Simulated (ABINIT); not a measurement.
The system is HfC.

```
CELL_PARAMETERS angstrom
3.34287 0.00000 0.00000
-1.67143 2.89501 0.00000
0.00000 0.00000 5.20271
ATOMIC_POSITIONS crystal
Hf 0.33333 0.66667 0.25000
Hf 0.66667 0.33333 0.75000
C 0.00000 0.00000 0.50000
C 0.00000 0.00000 0.00000
```

The cell comes from a database or a generator and needn't be the stable form of this composition.

| Item | Value |
| --- | --- |
| Program | ABINIT 10.8.3 (patched build) |
| Task | relaxation of cell and atoms |
| Functional | PBEsol |
| Potentials or basis | JTH PAW PBE v2.0 |
| Cutoff | 517 eV |
| k mesh | 9 × 9 × 5 |
| Occupations | fermi-dirac, width 0.05 eV |
| Spin | no spin polarisation |

At the start: pressure -7.3 GPa; volume 12.59 Å³/atom.

Problem. Where does the relaxation end?

Solution. Over 5 steps the energy falls by 9.7 meV/atom and the volume is 12.21 Å³/atom (-3.0 %); space group P6_3/mmc (No. 194, to 0.05 Å).

The path:
```csv
step,energy change (eV),largest force (eV/Å),pressure (GPa),volume (Å³)
1,0.0000,0.0000,-7.28,50.35
2,-0.0337,0.0000,-2.06,49.24
3,-0.0376,0.0000,0.22,48.79
4,-0.0382,0.0000,0.29,48.78
5,-0.0388,0.0000,0.00,48.85
```

Final structure:
```xyz
4
Lattice="3.2926 0.0000 0.0000 -1.6463 2.8515 0.0000 0.0000 0.0000 5.2029" Properties=species:S:1:pos:R:3 pbc="T T T"
Hf    0.0000    1.9010    1.3007
Hf    1.6463    0.9505    3.9022
C     0.0000    0.0000    2.6015
C     0.0000    0.0000    0.0000
```

Caveat: the PAW data sets were made with another functional, which shifts forces and pressure a little.
